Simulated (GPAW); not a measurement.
CuO (Tenorite):

```
Cu O
1.0
     2.34465   -1.71340    0.00000
     2.34465    1.71340    0.00000
    -0.86055    0.00000    5.05944
Cu O
2 2
Direct
  0.49680 0.00320 0.50000
  0.00320 0.49680 0.00000
  0.40560 0.57140 0.75370
  0.57140 0.40560 0.25370
```

Program: GPAW 26.7.0. Alike in all runs: no spin polarisation; cell as given; smearing fermi-dirac 0.05 eV.

**Question.** Order these runs on this cell by their pressure, lowest first.
A. level r2SCAN; potentials or basis GPAW PAW data sets (gpaw-data 1.2.1), pw; k mesh 8 × 8 × 4; cutoff (eV) 600; maxiter 120; convergence default; mesh quality not flagged
B. level LDA+U; potentials or basis the program's PAW data sets (release 1.2.1) made for this functional, pw; U Cu d U = 4.5 eV; k mesh 8 × 8 × 4; cutoff (eV) 600; maxiter 120; convergence default; mesh quality not flagged
C. level LDA; potentials or basis the program's PAW data sets (release 1.2.1) made for this functional, pw; k mesh 6 × 6 × 4; cutoff (eV) 800; maxiter 150; band path GYFLI,I1ZF1,YX1,XGN,MG; band points 60; mesh quality coarse
D. level PBEsol; potentials or basis PAW data sets generated in the run's folder for this functional, pw; k mesh 6 × 6 × 4; cutoff (eV) 800; maxiter 150; band path GYFLI,I1ZF1,YX1,XGN,MG; band points 60; mesh quality coarse

**Answer.** B (-13.1 GPa), C (-8.0 GPa), A (-3.0 GPa), D (-0.1 GPa).

Caveats: some runs use coarse meshes; with this Cu data set, volumes or pressures lay over 1.5 % or 2 GPa off other programs in two to four cells of ten; the run has no spin polarisation, though such a crystal can be magnetic; the cutoff is short for stress and forces, so pressures can be off by a GPa or more (some runs); the PAW data sets were made with another functional, which shifts forces and pressure a little (some runs); U without spin polarisation on a metal has little footing (some runs).

Not every run made on this cell is shown here.
